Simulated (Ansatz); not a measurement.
## Pb in Ansatz: the effect of functional

The system is Pb.

```
Pb
1.0
     0.00000    3.43900    3.43900
     3.43900    0.00000    3.43900
     3.43900    3.43900    0.00000
Pb
2
Direct
  0.25000 0.25000 0.25000
  0.00000 0.00000 0.00000
```

This isn't the form of Pb at room conditions, which is fcc.

Alike in all runs:

* Program: Ansatz 0.2.0
* Task: band structure
* Potentials or basis: all-electron LAPW, scalar-relativistic
* Cutoff: 231 eV (chosen from the basis error)
* Basis error allowed: 0.001 eV/atom
* k mesh: 7 × 7 × 7
* Occupations: fermi-dirac, width 0.05 eV
* Spin: no spin polarisation

```tsv
functional	pressure (GPa)
LDA	?
PBEsol	0.5
RPBE	3.6
revPBE	3.3
BLYP	4.6
```

What does the run with functional LDA give?

Pressure -0.7 GPa.

Runs at the PBE level aren't shown here.
